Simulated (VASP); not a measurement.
# Al2O3 from a squeezed to a stretched cell

Aim: follow Al2O3 from a squeezed to a stretched cell. The starting structure is a measured crystal structure from the Crystallography Open Database. All runs use LDA. The equilibrium cell comes from relaxations that aren't shown. At each volume, shape and positions are relaxed as far as symmetry leaves them free.

Calculated with VASP 6.6.1; Kohn-Sham DFT with plane waves and PAW; LDA.

### Step 1. The starting structure

It takes space group R-3c (No. 167, trigonal). The conventional cell has a = 4.758 Å, b = 4.758 Å, c = 12.990 Å, α = 90.00°, β = 90.00°, γ = 120.00°. Nearest to Al lie 6 O at 1.85 to 1.97 Å. Nearest to O lie 4 Al at 1.85 to 1.97 Å. Farther neighbours and most contacts between anions are not listed.

### Step 2. Relaxation at the equilibrium volume

Input file INCAR:

```
SYSTEM = Al2O3
PREC = Accurate
ENCUT = 560
EDIFF = 1E-07
NELM = 100
ISMEAR = 0
SIGMA = 0.03
LREAL = .FALSE.
ALGO = Normal
GGA = CA
NBANDS = 34
LORBIT = 11
LWAVE = .FALSE.
LCHARG = .FALSE.
KPAR = 16
IBRION = 2
NSW = 50
ISIF = 4
EDIFFG = -0.003
```

Input file POSCAR:

```
Al2O3
1.0
    2.3671706033      1.3666865859      4.3000594864
   -2.3671706033      1.3666865859      4.3000594864
    0.0000000000     -2.7333731720      4.3000594864
Al O
4 6
Direct
    0.3520071402      0.3520071402      0.3520071402
    0.1479928598      0.1479928598      0.1479928598
    0.6479928598      0.6479928598      0.6479928598
    0.8520071402      0.8520071402      0.8520071402
    0.5557448312      0.9442551688      0.2500000000
    0.2500000000      0.5557448312      0.9442551688
    0.9442551688      0.2500000000      0.5557448312
    0.4442551688      0.0557448312      0.7500000000
    0.7500000000      0.4442551688      0.0557448312
    0.0557448312      0.7500000000      0.4442551688
```

Input file KPOINTS:

```
Automatic mesh
0
Gamma
6 6 6
0 0 0
```

The projector-augmented-wave data sets are Al and O (LDA family, release 64).

On the command line:

```sh
mpirun -np 16 vasp_std
```

What it wrote:

```text
[banner, memory and clock lines left out]
running   16 mpi-ranks, on    1 nodes
 distrk:  each k-point on    1 cores,   16 groups
 distr:  one band on    1 cores,    1 groups

 POSCAR found type information on POSCAR AlO
 POSCAR found :  2 types and      10 ions
|                                                                             |
|           W    W    AA    RRRRR   N    N  II  N    N   GGGG   !!!           |
|           W    W   A  A   R    R  NN   N  II  NN   N  G    G  !!!           |
|           W    W  A    A  R    R  N N  N  II  N N  N  G       !!!           |
|           W WW W  AAAAAA  RRRRR   N  N N  II  N  N N  G  GGG   !            |
|           WW  WW  A    A  R   R   N   NN  II  N   NN  G    G                |
|           W    W  A    A  R    R  N    N  II  N    N   GGGG   !!!           |
|                                                                             |
|     For optimal performance we recommend to set                             |
|       NCORE = 2 up to number-of-cores-per-socket                            |
|     NCORE specifies how many cores store one orbital (NPAR=cpu/NCORE).      |
|     This setting can greatly improve the performance of VASP for DFT.       |
|     The default, NCORE=1 might be grossly inefficient on modern             |
|     multi-core architectures or massively parallel machines. Do your        |
|     Unfortunately you need to use the default for GW and RPA                |
|     calculations (for HF NCORE is supported but not extensively tested      |
|     yet).                                                                   |
|                                                                             |

 LDA part: xc-table for (Slater(with rela. corr.)+CA(PZ))
 , standard interpolation
 POSCAR, INCAR and KPOINTS ok, starting setup
 FFT: planning ... GRIDC
 FFT: planning ... GRID_SOFT
 FFT: planning ... GRID
 WAVECAR not read
 entering main loop
       N       E                     dE             d eps       ncg     rms          rms(c)
DAV:   1     0.234198442819E+03    0.23420E+03   -0.26706E+04  2176   0.143E+03
DAV:   2    -0.785785676694E+02   -0.31278E+03   -0.30284E+03  2826   0.300E+02
DAV:   3    -0.914845341454E+02   -0.12906E+02   -0.12864E+02  2796   0.627E+01
DAV:   4    -0.915776717274E+02   -0.93138E-01   -0.93086E-01  2752   0.618E+00
DAV:   5    -0.915785631926E+02   -0.89147E-03   -0.89124E-03  2768   0.600E-01    0.177E+01
DAV:   6    -0.833031933093E+02    0.82754E+01   -0.30081E+01  2642   0.292E+01    0.634E+00
DAV:   7    -0.831994766432E+02    0.10372E+00   -0.92159E-01  2662   0.470E+00    0.321E+00
DAV:   8    -0.831199797746E+02    0.79497E-01   -0.80165E-02  2682   0.212E+00    0.743E-01
DAV:   9    -0.831127640202E+02    0.72158E-02   -0.14485E-02  2792   0.630E-01    0.268E-01
DAV:  10    -0.831128174942E+02   -0.53474E-04   -0.49078E-04  2590   0.138E-01    0.635E-02
DAV:  11    -0.831128002121E+02    0.17282E-04   -0.12584E-04  2678   0.663E-02    0.261E-02
DAV:  12    -0.831128003548E+02   -0.14266E-06   -0.36889E-06  2728   0.132E-02    0.641E-03
DAV:  13    -0.831128000321E+02    0.32264E-06   -0.12272E-06  2638   0.651E-03    0.156E-03
DAV:  14    -0.831128000294E+02    0.27590E-08   -0.44518E-08  1520   0.131E-03
   1 F= -.83112800E+02 E0= -.83112800E+02  d E =-.831128E+02
 curvature:   0.00 expect dE= 0.000E+00 dE for cont linesearch  0.000E+00
 trial: gam= 0.00000 g(F)=  0.183E-06 g(S)=  0.179E-06 ort = 0.000E+00 (trialstep = 0.100E+01)
 search vector abs. value=  0.363E-06
 reached required accuracy - stopping structural energy minimisation
```

The job ended after 21 s (16 MPI ranks of Intel Xeon Platinum 8375C at 2.90GHz (Ice Lake), shared host; peak memory 4 GiB; 5.2 min of CPU time).

Lines that name or quote the potential files are left out of all logs, and their timing lines are given in words.

OUTCAR, selected parts (step 2):

```text
ion  position               nearest neighbor table
   1  0.352  0.352  0.352-  10 1.85   8 1.85   9 1.85   5 1.96   7 1.96   6 1.96   2 2.63   3 2.78
                             3 2.78   3 2.78   2 3.20   2 3.20   2 3.20
   2  0.148  0.148  0.148-   9 1.85   8 1.85  10 1.85   5 1.96   6 1.96   7 1.96   1 2.63   4 2.78
                             4 2.78   4 2.78   1 3.20   1 3.20   1 3.20
   3  0.648  0.648  0.648-   7 1.85   5 1.85   6 1.85   8 1.96  10 1.96   9 1.96   4 2.63   1 2.78
                             1 2.78   1 2.78   4 3.20   4 3.20   4 3.20
   4  0.852  0.852  0.852-   6 1.85   5 1.85   7 1.85   8 1.96   9 1.96  10 1.96   3 2.63   2 2.78
                             2 2.78   2 2.78   3 3.20   3 3.20   3 3.20
   5  0.556  0.944  0.250-   3 1.85   4 1.85   1 1.96   2 1.96
   6  0.250  0.556  0.944-   4 1.85   3 1.85   2 1.96   1 1.96
   7  0.944  0.250  0.556-   3 1.85   4 1.85   1 1.96   2 1.96
   8  0.444  0.056  0.750-   1 1.85   2 1.85   3 1.96   4 1.96
   9  0.750  0.444  0.056-   2 1.85   1 1.85   4 1.96   3 1.96
  10  0.056  0.750  0.444-   1 1.85   2 1.85   3 1.96   4 1.96

  LATTYP: Found a trigonal (rhomboedric) cell.
 ALAT       =     5.0952762904
 COS(alpha) =     0.5683282412

 Subroutine GETGRP returns: Found 12 space group operations
 (whereof  6 operations were pure point group operations)

The static configuration has the point symmetry S_6 .
 The point group associated with its full space group is D_3d.

 Found     32 irreducible k-points:

   k-points           NKPTS =     32   k-points in BZ     NKDIM =     32   number of bands    NBANDS=     34

   dimension x,y,z NGX =    40 NGY =   40 NGZ =   40
   dimension x,y,z NGXF=    80 NGYF=   80 NGZF=   80

   ENCUT  =  560.0 eV  41.16 Ry    6.42 a.u.   9.83  9.83  9.83*2*pi/ulx,y,z

   NELECT =      48.0000    total number of electrons

 k-points in reciprocal lattice and weights: Automatic mesh
   0.00000000  0.00000000  0.00000000       0.005
   0.16666667  0.00000000 -0.00000000       0.028
   0.33333333  0.00000000 -0.00000000       0.028
   0.50000000  0.00000000  0.00000000       0.014
   0.16666667  0.16666667 -0.00000000       0.028
   0.33333333  0.16666667  0.00000000       0.056
   0.50000000  0.16666667 -0.00000000       0.056
  -0.33333333  0.16666667  0.00000000       0.056
  -0.16666667  0.16666667  0.00000000       0.028
[...]
-0.33333333  0.50000000  0.33333333       0.028
   0.50000000  0.50000000  0.50000000       0.005

 average (electrostatic) potential at core
       1 -69.4252       2 -69.4252       3 -69.4252       4 -69.4252       5 -68.0280
       6 -68.0280       7 -68.0280       8 -68.0280       9 -68.0280      10 -68.0280

 E-fermi :   6.2169

 k-point     1 :       0.0000    0.0000    0.0000
  band No.  band energies     occupation
    ...
     20       5.5113      2.00000
     21       5.5113      2.00000
     22       5.9905      2.00000
     23       5.9905      2.00000
     24       6.0337      2.00000
     25      12.4367      0.00000
     26      15.0985      0.00000
     27      16.7919      0.00000
     28      17.5611      0.00000
     29      17.5611      0.00000
    ...

 k-point     2 :       0.1667    0.0000   -0.0000
  band No.  band energies     occupation
    ...
     20       5.1367      2.00000
     21       5.3144      2.00000
     22       5.6783      2.00000
     23       5.9488      2.00000
     24       5.9810      2.00000
     25      13.0522      0.00000
     26      15.6088      0.00000
     27      16.3667      0.00000
     28      17.1100      0.00000
     29      17.3051      0.00000
    ...

 k-point     3 :       0.3333    0.0000   -0.0000
  band No.  band energies     occupation
    ...
     20       4.6466      2.00000
     21       5.1513      2.00000
     22       5.4671      2.00000
     23       5.7940      2.00000
     24       5.8402      2.00000
     25      14.3312      0.00000
     26      15.8392      0.00000
     27      16.0993      0.00000
     28      16.6014      0.00000
     29      16.8708      0.00000
    ...

  Total       -0.0292772     -0.0292772     -0.0218121      0.0000000      0.0000000      0.0000000
  in kB       -0.5619734     -0.5619734     -0.4186808      0.0000000      0.0000000      0.0000000
  external PRESSURE =      -0.5142092 kB  Pullay stress =       0.0000000 kB

  energy-cutoff  :      560.00
  volume of cell :       83.47
      direct lattice vectors                 reciprocal lattice vectors
     2.367170603  1.366686586  4.300059486     0.211222630  0.121949442  0.077518307
    -2.367170603  1.366686586  4.300059486    -0.211222630  0.121949442  0.077518307
     0.000000000 -2.733373172  4.300059486     0.000000000 -0.243898884  0.077518307

 POSITION                                       TOTAL-FORCE (eV/Angst)
 -----------------------------------------------------------------------------------
      0.00000     -0.00000      4.54095         0.000000      0.000000     -0.000857
      0.00000     -0.00000      1.90913         0.000000     -0.000000      0.000857
      0.00000     -0.00000      8.35922         0.000000     -0.000000      0.000857
      0.00000     -0.00000     10.99104         0.000000      0.000000     -0.000857
     -0.91967      1.36669      7.52510        -0.000379      0.000000     -0.000000
     -0.72375     -1.47980      7.52510         0.000189     -0.000328     -0.000000
      1.64342      0.11311      7.52510         0.000189      0.000328     -0.000000
      0.91967     -1.36669      5.37507         0.000379      0.000000     -0.000000
      0.72375      1.47980      5.37507        -0.000189      0.000328     -0.000000
     -1.64342     -0.11311      5.37507        -0.000189     -0.000328     -0.000000
 -----------------------------------------------------------------------------------
    total drift:                                0.000000     -0.000000      0.000000

  FREE ENERGIE OF THE ION-ELECTRON SYSTEM (eV)
  ---------------------------------------------------
  free  energy   TOTEN  =       -83.1128000294 eV

  energy  without entropy=      -83.1128000294  energy(sigma->0) =      -83.11280003

 reached required accuracy - stopping structural energy minimisation

 total charge
# of ion       s       p       d       tot
------------------------------------------
    1        0.321   0.425   0.000   0.746
    2        0.321   0.425   0.000   0.746
    3        0.321   0.425   0.000   0.746
    4        0.321   0.425   0.000   0.746
    5        1.534   3.638   0.000   5.172
    6        1.534   3.638   0.000   5.172
    7        1.534   3.638   0.000   5.172
    8        1.534   3.638   0.000   5.172
    9        1.534   3.638   0.000   5.172
   10        1.534   3.638   0.000   5.172
--------------------------------------------------
tot         10.491  23.526   0.000  34.017

[... 3 further parts left out ...]
```

CONTCAR:

```
Al2O3
   1.00000000000000
     2.3671706033000000    1.3666865858999999    4.3000594864000004
    -2.3671706033000000    1.3666865858999999    4.3000594864000004
     0.0000000000000000   -2.7333731719999999    4.3000594864000004
  Al              O
     4     6
Direct
     0.3520071402000013    0.3520071402000013    0.3520071402000013
     0.1479928597999987    0.1479928597999987    0.1479928597999987
     0.6479928597999987    0.6479928597999987    0.6479928597999987
     0.8520071402000013    0.8520071402000013    0.8520071402000013
     0.5557448312000020    0.9442551687999980    0.2500000000000000
     0.2500000000000000    0.5557448312000020    0.9442551687999980
     0.9442551687999980    0.2500000000000000    0.5557448312000020
     0.4442551687999980    0.0557448312000020    0.7500000000000000
     0.7500000000000000    0.4442551687999980    0.0557448312000020
     0.0557448312000020    0.7500000000000000    0.4442551687999980
```

The run keeps the 12 symmetry operations of its start, so it cannot find a distortion of lower symmetry.

The equilibrium volume: 8.347 Å³ an atom and a pressure of -0.05 GPa, and 6.403 eV of gap on the mesh. Further runs on this cell, not shown, give the modes Eg (5) 755.0, A2g (3) 752.2, A2g (1) 313.2 cm⁻¹.

### Step 3. Relaxation at 0.96 of the equilibrium volume

INCAR is that of step 2.

POSCAR, as its differences from that of step 2:

```diff
@@ -2,5 +2,5 @@
 1.0
-    2.3671706033      1.3666865859      4.3000594864
-   -2.3671706033      1.3666865859      4.3000594864
-    0.0000000000     -2.7333731720      4.3000594864
+    2.3351778895      1.3482155840      4.2419434503
+   -2.3351778895      1.3482155840      4.2419434503
+    0.0000000000     -2.6964311682      4.2419434503
 Al O
```

KPOINTS is that of step 2.

On the command line:

```sh
mpirun -np 16 vasp_std
```

What it wrote:

```text
[banner, memory and clock lines left out]
running   16 mpi-ranks, on    1 nodes
[...]
[... a notice as in an earlier step ...]

 LDA part: xc-table for (Slater(with rela. corr.)+CA(PZ))
 , standard interpolation
 POSCAR, INCAR and KPOINTS ok, starting setup
[...]
entering main loop
       N       E                     dE             d eps       ncg     rms          rms(c)
DAV:   1     0.237476230733E+03    0.23748E+03   -0.26922E+04  2176   0.144E+03
DAV:   2    -0.788285674040E+02   -0.31630E+03   -0.30693E+03  2744   0.307E+02
DAV:   3    -0.915711530070E+02   -0.12743E+02   -0.12705E+02  2800   0.627E+01
DAV:   4    -0.916634473199E+02   -0.92294E-01   -0.92242E-01  2704   0.615E+00
[...]
DAV:  12    -0.829886767648E+02   -0.10820E-07   -0.27943E-06  2678   0.118E-02    0.594E-03
DAV:  13    -0.829886765017E+02    0.26308E-06   -0.10505E-06  2678   0.610E-03    0.142E-03
DAV:  14    -0.829886765003E+02    0.13733E-08   -0.31146E-08  1476   0.110E-03
   1 F= -.82988677E+02 E0= -.82988677E+02  d E =-.829887E+02
[... from here on, the cycles between the ionic steps are left out ...]
   2 F= -.82989211E+02 E0= -.82989211E+02  d E =-.534196E-03
   3 F= -.82989250E+02 E0= -.82989250E+02  d E =-.573180E-03
   4 F= -.82989249E+02 E0= -.82989249E+02  d E =-.572946E-03
   5 F= -.82989251E+02 E0= -.82989251E+02  d E =-.166952E-05
 trial-energy change:   -0.000002  1 .order   -0.000002   -0.000003   -0.000000
 step:   1.0899(harm=  1.0899)  dis= 0.00023  next Energy=   -82.989251 (dE=-0.198E-05)
 reached required accuracy - stopping structural energy minimisation
```

The job ended after 42 s (16 MPI ranks; peak memory 4.4 GiB; 11 min of CPU time).

Parts of OUTCAR (step 3):

```text
  Total        5.7130882      5.7130882      5.7351363      0.0000000     -0.0000000      0.0000000
  in kB      114.2315505    114.2315507    114.6723961      0.0000000     -0.0000000      0.0000000
  external PRESSURE =     114.3784991 kB  Pullay stress =       0.0000000 kB

 POSITION                                       TOTAL-FORCE (eV/Angst)
 -----------------------------------------------------------------------------------
      0.00000     -0.00000      4.47396        -0.000000     -0.000000      0.000103
      0.00000     -0.00000      1.88232        -0.000000      0.000000     -0.000103
      0.00000     -0.00000      8.23861        -0.000000      0.000000     -0.000103
      0.00000     -0.00000     10.83025        -0.000000     -0.000000      0.000103
     -0.90562      1.34892      7.41566        -0.000177      0.000000      0.000000
     -0.71539     -1.45875      7.41566         0.000088     -0.000153      0.000000
      1.62101      0.10983      7.41566         0.000088      0.000153     -0.000000
      0.90562     -1.34892      5.29690         0.000177     -0.000000     -0.000000
      0.71539      1.45875      5.29690        -0.000088      0.000153     -0.000000
     -1.62101     -0.10983      5.29690        -0.000088     -0.000153      0.000000
 -----------------------------------------------------------------------------------
    total drift:                               -0.000000      0.000000     -0.000000

  FREE ENERGIE OF THE ION-ELECTRON SYSTEM (eV)
  ---------------------------------------------------
  free  energy   TOTEN  =       -82.9892511157 eV

  energy  without entropy=      -82.9892511157  energy(sigma->0) =      -82.98925112

[... 2 parts as in an earlier step ...]

[... 2 further parts left out ...]
[key lines of the parts left out:]
E-fermi :   6.6571
```

0.96 of the equilibrium volume: 8.013 Å³ an atom and a pressure of 11.44 GPa, and 6.910 eV of gap on the mesh. Further runs on this cell, not shown, give the modes Eg (5) 807.2, A2g (3) 795.9, A2g (1) 333.6 cm⁻¹.

(Continued in part 2 of 3.)

[Lines on the potential files, build, host, timing and source positions are cut from VASP's logs without a mark.]

[Logs are printed without paths, hosts, clocks, repeated set-up lines and the standing remarks that a program may print on its own settings, such as how far it seeks lower states.]

[Hosts, paths, dates, database ids (printed as entryN), source tags and the programs' standing remarks are cut or masked in the printed files.]
